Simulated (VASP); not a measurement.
# GaP(110): relaxation, ionisation energy and affinity, part 2 of 3

Where do the bulk band edges lie against the vacuum outside GaP(110)?

VASP 6.6.1; PBEsol; plane waves and PAW (Ga, P).

So far, gap on the k-mesh (eV): step 3 (band edges of the bulk) 1.51.

### 4. Relaxing the slab

System of this step: GaP(110). The cell holds 18 atoms: 9 Ga and 9 P. Cell: a = 3.871 Å, b = 5.474 Å, c = 31.483 Å, α = 90.0°, β = 90.0°, γ = 90.0°. It derives from GaP. 9 layers, cut at this functional's lattice. Vacuum lies along c.

All atoms relax at the fixed cell.

File INCAR:

```
SYSTEM = GaP
PREC = Normal
ENCUT = 320
EDIFF = 1E-05
NELM = 120
ISMEAR = 0
SIGMA = 0.03
LREAL = Auto
ALGO = Fast
GGA = PS
NBANDS = 54
LORBIT = 11
LWAVE = .FALSE.
LCHARG = .FALSE.
KPAR = 2
NCORE = 2
LASPH = .TRUE.
IBRION = 2
NSW = 60
ISIF = 2
EDIFFG = -0.03
POTIM = 0.4
MAXMIX = 40
IDIPOL = 3
LDIPOL = .TRUE.
DIPOL = 0.5 0.5 0.5
```

File POSCAR:

```
GaP
1.0
    3.8708601096      0.0000000000      0.0000000000
    0.0000000000      5.4742228650      0.0000000000
    0.0000000000      0.0000000000     31.4834404383
Ga P
9 9
Direct
    0.0000000000      0.0000000000      0.2541018400
    0.5000000000      0.5000000000      0.3155763800
    0.0000000000      0.0000000000      0.3770509200
    0.5000000000      0.5000000000      0.4385254600
    0.0000000000      0.0000000000      0.5000000000
    0.5000000000      0.5000000000      0.5614745400
    0.0000000000      0.0000000000      0.6229490800
    0.5000000000      0.5000000000      0.6844236200
    0.0000000000      0.0000000000      0.7458981600
    0.0000000000      0.7500000000      0.3155763800
    0.5000000000      0.2500000000      0.2541018400
    0.0000000000      0.7500000000      0.4385254600
    0.5000000000      0.2500000000      0.3770509200
    0.0000000000      0.7500000000      0.5614745400
    0.5000000000      0.2500000000      0.5000000000
    0.0000000000      0.7500000000      0.6844236200
    0.5000000000      0.2500000000      0.6229490800
    0.5000000000      0.2500000000      0.7458981600
```

File KPOINTS:

```
Automatic mesh
0
Gamma
6 5 1
0 0 0
```

PAW data sets: Ga and P (PBE family, release 64).

The run is started by

```
$ mpirun -np 4 vasp_std
```

Output:

```text
[banner, memory and clock lines left out]
running    4 mpi-ranks, on    1 nodes
 distrk:  each k-point on    2 cores,    2 groups
 distr:  one band on    2 cores,    1 groups

 POSCAR found type information on POSCAR GaP
 POSCAR found :  2 types and      18 ions
 [... a notice as in an earlier step ...]

 LDA part: xc-table for (Slater+PW92), standard interpolation
 POSCAR, INCAR and KPOINTS ok, starting setup
 FFT: planning ... GRIDC
 FFT: planning ... GRID_SOFT
 FFT: planning ... GRID
 WAVECAR not read
 entering main loop
       N       E                     dE             d eps       ncg     rms          rms(c)
DAV:   1     0.286596801546E+03    0.28660E+03   -0.19220E+04  1296   0.699E+02
DAV:   2    -0.535015918384E+02   -0.34010E+03   -0.32714E+03  1710   0.157E+02
DAV:   3    -0.870236163420E+02   -0.33522E+02   -0.33058E+02  1576   0.505E+01
DAV:   4    -0.883875924326E+02   -0.13640E+01   -0.13594E+01  1832   0.116E+01
DAV:   5    -0.884306779189E+02   -0.43085E-01   -0.43054E-01  1762   0.192E+00    0.148E+01
RMM:   6    -0.855763033983E+02    0.28544E+01   -0.35330E+00  1296   0.412E+00    0.864E+00
RMM:   7    -0.851619992211E+02    0.41430E+00   -0.41532E+00  1296   0.441E+00    0.233E+00
RMM:   8    -0.850624837051E+02    0.99516E-01   -0.73856E-01  1298   0.231E+00    0.644E-01
RMM:   9    -0.850419969505E+02    0.20487E-01   -0.65046E-02  1337   0.816E-01    0.304E-01
RMM:  10    -0.850449876843E+02   -0.29907E-02   -0.21484E-02  1555   0.384E-01    0.226E-01
RMM:  11    -0.850452526325E+02   -0.26495E-03   -0.42012E-03  1304   0.175E-01    0.756E-02
RMM:  12    -0.850461631211E+02   -0.91049E-03   -0.14811E-03  1426   0.103E-01    0.504E-02
RMM:  13    -0.850466233057E+02   -0.46018E-03   -0.32626E-04  1321   0.473E-02    0.202E-02
RMM:  14    -0.850469314721E+02   -0.30817E-03   -0.30778E-04  1216   0.365E-02    0.174E-02
RMM:  15    -0.850470672778E+02   -0.13581E-03   -0.99559E-05  1062   0.192E-02    0.934E-03
RMM:  16    -0.850471848542E+02   -0.11758E-03   -0.31644E-05   962   0.136E-02    0.109E-02
RMM:  17    -0.850472220564E+02   -0.37202E-04   -0.13403E-05   896   0.833E-03    0.371E-03
RMM:  18    -0.850472697508E+02   -0.47694E-04   -0.17609E-05   911   0.837E-03    0.854E-03
RMM:  19    -0.850472813757E+02   -0.11625E-04   -0.25711E-06   815   0.417E-03    0.285E-03
RMM:  20    -0.850473135691E+02   -0.32193E-04   -0.27677E-06   672   0.354E-03    0.237E-03
RMM:  21    -0.850473292676E+02   -0.15699E-04   -0.61731E-07   514   0.243E-03    0.961E-04
RMM:  22    -0.850473407640E+02   -0.11496E-04   -0.80865E-07   553   0.269E-03    0.200E-03
RMM:  23    -0.850473431077E+02   -0.23437E-05   -0.18828E-07   445   0.215E-03
   1 F= -.85047343E+02 E0= -.85047343E+02  d E =-.850473E+02
 curvature:   0.00 expect dE= 0.000E+00 dE for cont linesearch  0.000E+00
 trial: gam= 0.00000 g(F)=  0.525E+00 g(S)=  0.000E+00 ort = 0.000E+00 (trialstep = 0.100E+01)
 search vector abs. value=  0.525E+00
 bond charge predicted
       N       E                     dE             d eps       ncg     rms          rms(c)
DAV:   1    -0.854619070318E+02   -0.41457E+00   -0.49243E+00  1416   0.607E+00    0.107E+00
RMM:   2    -0.854814651819E+02   -0.19558E-01   -0.26522E-01  1296   0.170E+00    0.353E-01
RMM:   3    -0.854876987384E+02   -0.62336E-02   -0.50353E-02  1328   0.797E-01    0.346E-01
RMM:   4    -0.854889894294E+02   -0.12907E-02   -0.13793E-02  1493   0.393E-01    0.363E-01
RMM:   5    -0.854887056795E+02    0.28375E-03   -0.36801E-03  1298   0.185E-01    0.470E-02
RMM:   6    -0.854889217925E+02   -0.21611E-03   -0.71836E-04  1466   0.861E-02    0.536E-02
RMM:   7    -0.854889621432E+02   -0.40351E-04   -0.11347E-04  1302   0.321E-02    0.318E-02
RMM:   8    -0.854890139744E+02   -0.51831E-04   -0.45529E-05  1130   0.185E-02    0.315E-02
RMM:   9    -0.854890394110E+02   -0.25437E-04   -0.18888E-05   897   0.121E-02    0.819E-03
RMM:  10    -0.854890430907E+02   -0.36797E-05   -0.41696E-06   864   0.652E-03
   2 F= -.85489043E+02 E0= -.85489043E+02  d E =-.441700E+00
[... from here on, the cycles between the ionic steps are left out ...]
   3 F= -.85885099E+02 E0= -.85885099E+02  d E =-.837756E+00
   4 F= -.86203028E+02 E0= -.86203028E+02  d E =-.317929E+00
   5 F= -.86377592E+02 E0= -.86377592E+02  d E =-.492492E+00
   6 F= -.86384262E+02 E0= -.86384262E+02  d E =-.499163E+00
   7 F= -.86434348E+02 E0= -.86434348E+02  d E =-.500859E-01
   8 F= -.86435428E+02 E0= -.86435428E+02  d E =-.511662E-01
   9 F= -.86450943E+02 E0= -.86450943E+02  d E =-.155150E-01
  10 F= -.86456820E+02 E0= -.86456820E+02  d E =-.213918E-01
  11 F= -.86467059E+02 E0= -.86467059E+02  d E =-.102392E-01
  12 F= -.86469032E+02 E0= -.86469032E+02  d E =-.122116E-01
  13 F= -.86472770E+02 E0= -.86472770E+02  d E =-.373805E-02
  14 F= -.86473355E+02 E0= -.86473355E+02  d E =-.432352E-02
  15 F= -.86475795E+02 E0= -.86475795E+02  d E =-.243980E-02
  16 F= -.86477367E+02 E0= -.86477367E+02  d E =-.401170E-02
  17 F= -.86479376E+02 E0= -.86479376E+02  d E =-.200927E-02
  18 F= -.86479843E+02 E0= -.86479843E+02  d E =-.247656E-02
 curvature:  -3.97 expect dE=-0.236E-02 dE for cont linesearch -0.434E-07
 trial: gam= 0.24903 g(F)=  0.596E-03 g(S)=  0.000E+00 ort = 0.760E-05 (trialstep = 0.177E+01)
 search vector abs. value=  0.928E-03
 bond charge predicted
       N       E                     dE             d eps       ncg     rms          rms(c)
DAV:   1    -0.864803770922E+02   -0.53980E-03   -0.34585E-02  1452   0.522E-01    0.811E-02
RMM:   2    -0.864803740449E+02    0.30473E-05   -0.21389E-03  1296   0.154E-01    0.669E-02
RMM:   3    -0.864804922848E+02   -0.11824E-03   -0.44828E-04  1318   0.753E-02    0.349E-02
RMM:   4    -0.864805615942E+02   -0.69309E-04   -0.15440E-04  1343   0.420E-02    0.390E-02
RMM:   5    -0.864805503443E+02    0.11250E-04   -0.38351E-05  1142   0.207E-02    0.359E-02
RMM:   6    -0.864805569994E+02   -0.66551E-05   -0.13300E-05   880   0.117E-02
  19 F= -.86480557E+02 E0= -.86480557E+02  d E =-.713506E-03
 trial-energy change:   -0.000714  1 .order   -0.000683   -0.001057   -0.000308
 step:   2.4949(harm=  2.4949)  dis= 0.00645  next Energy=   -86.480590 (dE=-0.746E-03)
 reached required accuracy - stopping structural energy minimisation
```

Run time: 3.1 min. Hardware: 4 MPI ranks of Intel Xeon 6975P-C (Granite Rapids), shared host; peak memory 0.91 GiB; 12 min of CPU time.

OUTCAR, selected parts (step 4):

```text
  LATTYP: Found a simple orthorhombic cell.
 ALAT       =     3.8708601096
 B/A-ratio  =     1.4142135624
 C/A-ratio  =     8.1334482639

 Subroutine GETGRP returns: Found  4 space group operations
 (whereof  4 operations were pure point group operations)

The static configuration has the point symmetry C_2v.

 Found     12 irreducible k-points:

   k-points           NKPTS =     12   k-points in BZ     NKDIM =     12   number of bands    NBANDS=     54

   dimension x,y,z NGX =    18 NGY =   24 NGZ =  140
   dimension x,y,z NGXF=    36 NGYF=   48 NGZF=  280

   ENCUT  =  320.0 eV  23.52 Ry    4.85 a.u.   5.65  7.98 45.92*2*pi/ulx,y,z

   NELECT =      72.0000    total number of electrons

 dipolmoment           0.000000      0.000000      0.000000 electrons x Angstroem

 E-fermi :  -0.4908

 k-point     1 :       0.0000    0.0000    0.0000
  band No.  band energies     occupation
    ...
     32      -0.9608      2.00000
     33      -0.9199      2.00000
     34      -0.8157      2.00000
     35      -0.7397      2.00000
     36      -0.6450      2.00000
     37       0.9906      0.00000
     38       1.0908      0.00000
     39       1.1373      0.00000
     40       1.4161      0.00000
     41       1.4803      0.00000
    ...

 k-point     2 :       0.1667    0.0000    0.0000
  band No.  band energies     occupation
    ...
     32      -1.8636      2.00000
     33      -1.5947      2.00000
     34      -1.4988      2.00000
     35      -1.2319      2.00000
     36      -1.0032      2.00000
     37       1.3460      0.00000
     38       1.6728      0.00000
     39       1.9310      0.00000
     40       2.0946      0.00000
     41       2.2802      0.00000
    ...

  Total       -2.6256752     -1.3706137     -0.7681185      0.0000000      0.0000000      0.0000000
  in kB       -6.3057892     -3.2916489     -1.8447040      0.0000000      0.0000000      0.0000000
  external PRESSURE =      -3.8140473 kB  Pullay stress =       0.0000000 kB

  energy-cutoff  :      320.00
  volume of cell :      667.13
      direct lattice vectors                 reciprocal lattice vectors
     3.870860110  0.000000000  0.000000000     0.258340516  0.000000000  0.000000000
     0.000000000  5.474222865  0.000000000     0.000000000  0.182674331  0.000000000
     0.000000000  0.000000000 31.483440438     0.000000000  0.000000000  0.031762729

 POSITION                                       TOTAL-FORCE (eV/Angst)
 -----------------------------------------------------------------------------------
      0.00000      0.33061      8.42747         0.000000      0.000277     -0.011507
      1.93543      2.65510      9.83638        -0.000000      0.003167      0.014168
      0.00000      5.41954     11.89159         0.000000     -0.001303     -0.018029
      1.93543      2.67633     13.78869         0.000000     -0.001209      0.001428
      0.00000      5.42702     15.74172         0.000000      0.002507      0.000000
      1.93543      2.67633     17.69475         0.000000     -0.001209     -0.001428
      0.00000      5.41954     19.59185         0.000000     -0.001303      0.018029
      1.93543      2.65510     21.64706        -0.000000      0.003167     -0.014168
      0.00000      0.33061     23.05597         0.000000      0.000277      0.011507
      0.00000      4.02920      9.94680         0.000000     -0.001711     -0.006519
      1.93543      1.46107      7.77245         0.000000      0.010532      0.024041
      0.00000      4.04629     13.81481         0.000000      0.002533     -0.005252
      1.93543      1.32613     11.83641         0.000000     -0.017059      0.022665
      0.00000      4.04629     17.66863         0.000000      0.002533      0.005252
      1.93543      1.32097     15.74172         0.000000      0.007039      0.000000
      0.00000      4.02920     21.53664        -0.000000     -0.001711      0.006519
      1.93543      1.32613     19.64703         0.000000     -0.017059     -0.022665
      1.93543      1.46107     23.71099         0.000000      0.010532     -0.024041
 -----------------------------------------------------------------------------------
    total drift:                               -0.000000      0.075138      0.000004

  FREE ENERGIE OF THE ION-ELECTRON SYSTEM (eV)
  ---------------------------------------------------
  free  energy   TOTEN  =       -86.4805569994 eV

  energy  without entropy=      -86.4805569994  energy(sigma->0) =      -86.48055700

 vacuum level on the upper side and lower side of the slab         4.483         4.483

 total charge
# of ion       s       p       d       tot
------------------------------------------
    1        1.146   1.099   0.131   2.376
    2        1.077   1.246   0.164   2.487
    3        1.080   1.264   0.161   2.505
    4        1.080   1.268   0.162   2.510
    5        1.080   1.275   0.164   2.519
    6        1.080   1.268   0.162   2.510
    7        1.080   1.264   0.161   2.505
    8        1.077   1.246   0.164   2.487
    9        1.146   1.099   0.131   2.376
   10        1.025   1.501   0.000   2.526
   11        1.069   1.416   0.000   2.485
   12        1.021   1.506   0.000   2.527
   13        1.023   1.497   0.000   2.520
   14        1.021   1.506   0.000   2.527
   15        1.022   1.504   0.000   2.525
   16        1.025   1.501   0.000   2.526
   17        1.023   1.497   0.000   2.520
   18        1.069   1.416   0.000   2.485
--------------------------------------------------
tot         19.145  24.371   1.398  44.915

[... 1 part as in an earlier step ...]

[... 7 further parts left out ...]
```

CONTCAR:

```
GaP
   1.00000000000000
     3.8708601096000002    0.0000000000000000    0.0000000000000000
     0.0000000000000000    5.4742228649999998    0.0000000000000000
     0.0000000000000000    0.0000000000000000   31.4834404383000006
  Ga              P
     9     9
Direct
     0.0000000000000000    0.0603947874112923    0.2676793960492848
     0.5000000000000000    0.4850193834206932    0.3124303777385831
     0.0000000000000000    0.9900111246586834    0.3777093749864228
     0.5000000000000000    0.4888975002851967    0.4379664536605107
     0.0000000000000000    0.9913765656054947    0.5000000000000000
     0.5000000000000000    0.4888975002851967    0.5620335463394895
     0.0000000000000000    0.9900111246586834    0.6222906250135776
     0.5000000000000000    0.4850193834206932    0.6875696222614168
     0.0000000000000000    0.0603947874112923    0.7323206039507154
     0.0000000000000000    0.7360321325217811    0.3159376671376460
     0.5000000000000000    0.2669003265520217    0.2468743243064745
     0.0000000000000000    0.7391530379270700    0.4387960591200262
     0.5000000000000000    0.2422494638034891    0.3759567216523992
     0.0000000000000000    0.7391530379270700    0.5612039408799737
     0.5000000000000000    0.2413079212340497    0.5000000000000000
     0.0000000000000000    0.7360321325217811    0.6840623328623540
     0.5000000000000000    0.2422494638034891    0.6240432783476005
     0.5000000000000000    0.2669003265520217    0.7531256756935254
```

The run keeps the 4 symmetry operations of its start, so it cannot find a distortion of lower symmetry.

Step by step:

| step | energy less that of the first step (eV) | largest force (eV/Å) |
| --- | --- | --- |
| 1 | 0.0000 | 1.9467 |
| 2 | -0.4417 | 1.5180 |
| 3 | -0.8378 | 0.9867 |
| 4 | -1.1557 | 0.6844 |
| 5 | -1.3302 | 0.5933 |
| 6 | -1.3369 | 0.4916 |
| 7 | -1.3870 | 0.2368 |
| 8 | -1.3881 | 0.1939 |
| 9 | -1.4036 | 0.1742 |
| 10 | -1.4095 | 0.1517 |
| 11 | -1.4197 | 0.1060 |
| 12 | -1.4217 | 0.1161 |
| 13 | -1.4254 | 0.0711 |
| 14 | -1.4260 | 0.0837 |
| 15 | -1.4285 | 0.0894 |
| 16 | -1.4300 | 0.1138 |
| 17 | -1.4320 | 0.0517 |
| 18 | -1.4325 | 0.0526 |
| 19 | -1.4332 | 0.0284 |

The atoms that moved most (Å):

| atom | dx | dy | dz | length |
| --- | --- | --- | --- | --- |
| Ga1 | 0.000 | 0.331 | 0.427 | 0.540 |
| Ga9 | 0.000 | 0.331 | -0.427 | 0.540 |
| P18 | 0.000 | 0.093 | 0.228 | 0.246 |
| P11 | 0.000 | 0.093 | -0.228 | 0.246 |
| Ga8 | 0.000 | -0.082 | 0.099 | 0.129 |
| Ga2 | 0.000 | -0.082 | -0.099 | 0.129 |
| P10 | 0.000 | -0.076 | 0.011 | 0.077 |
| P16 | 0.000 | -0.076 | -0.011 | 0.077 |

The relaxed structure:

```
Ga P
1.0
     3.87086    0.00000    0.00000
     0.00000    5.47422    0.00000
     0.00000    0.00000   31.48344
Ga P
9 9
Direct
  0.00000 0.06039 0.26768
  0.50000 0.48502 0.31243
  0.00000 0.99001 0.37771
  0.50000 0.48890 0.43797
  0.00000 0.99138 0.50000
  0.50000 0.48890 0.56203
  0.00000 0.99001 0.62229
  0.50000 0.48502 0.68757
  0.00000 0.06039 0.73232
  0.00000 0.73603 0.31594
  0.50000 0.26690 0.24687
  0.00000 0.73915 0.43880
  0.50000 0.24225 0.37596
  0.00000 0.73915 0.56120
  0.50000 0.24131 0.50000
  0.00000 0.73603 0.68406
  0.50000 0.24225 0.62404
  0.50000 0.26690 0.75313
```

Numbers from this step:

```
electronic cycles              : 156
electrons                      : 72
free energy (TOTEN)            : -86.4806 eV
Fermi energy                   : -0.4908 eV
dipole moment                  : 0, 0, 0 e·Å
gap on the k-mesh              : 0.9839 eV
least direct gap on the k-mesh : 1.636 eV
```

The run ended after 19 ionic steps, 1.433 eV below its first step, once the forces on the free atoms met EDIFFG = -0.03.

[end of part 2 of 3]

[Lines on the potential files, build, host, timing and source positions are cut from VASP's logs without a mark.]

[Logs are printed without paths, hosts, clocks, repeated set-up lines and the standing remarks that a program may print on its own settings, such as how far it seeks lower states.]

[Hosts, paths, dates, database ids (printed as entryN), source tags and the programs' standing remarks are cut or masked in the printed files.]

[Runs that stopped without an error message from VASP are left out.]
